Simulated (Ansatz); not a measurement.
SnTe on the sites of rhombohedral GeTe (relaxed group R3m) was relaxed with 3 functionals in the PAW code Ansatz, cell and atoms free, the symmetry of the start kept (meshes: PBE 6×6×6, r2SCAN 6×6×6, PBEsol 6×6×6). Note: simulated data, non-magnetic, for a generated structure that need not be the stable one.

The r2SCAN result:
```
Sn Te
1.0
     2.24496    1.29613    3.79253
    -2.24496    1.29613    3.79253
     0.00000   -2.59226    3.79253
Sn Te
1 1
Direct
  0.99796 0.99796 0.99796
  0.52304 0.52304 0.52304
```

Space group R3m (No. 160), trigonal; a = 4.490 Å, c = 11.378 Å in the conventional setting, 33.11 Å³ an atom. Sn is surrounded by 6 Te at 3.05–3.39 Å; Te is surrounded by 6 Sn at 3.05–3.39 Å.

Question: Order the functionals by the relaxed volume, smallest first.
A. PBE
B. PBEsol
C. r2SCAN

Answer: B (31.18 Å³/atom), C (33.11 Å³/atom), A (33.38 Å³/atom).

Question: How does the cell change with PBEsol?

Answer: a = 4.443 Å, c = 10.943 Å; the volume differs by -5.8 % from r2SCAN's. Around Sn lie 6 Te at 3.08–3.22 Å; around Te lie 6 Sn at 3.08–3.22 Å.

Question: How does the cell change with PBE?

Answer: a = 4.520 Å, c = 11.316 Å; the volume differs by +0.8 % from r2SCAN's. Sn has 6 Te at 3.09–3.36 Å; Te has 6 Sn at 3.09–3.36 Å.

Question: Held at the r2SCAN cell, what mean stress does PBE find, and does its sign point to its own minimum?

Answer: Yes. PBE +0.72 GPa, and its relaxed volume is +0.8 % from r2SCAN's. Compression counts positive, so a positive stress asks for a larger cell.
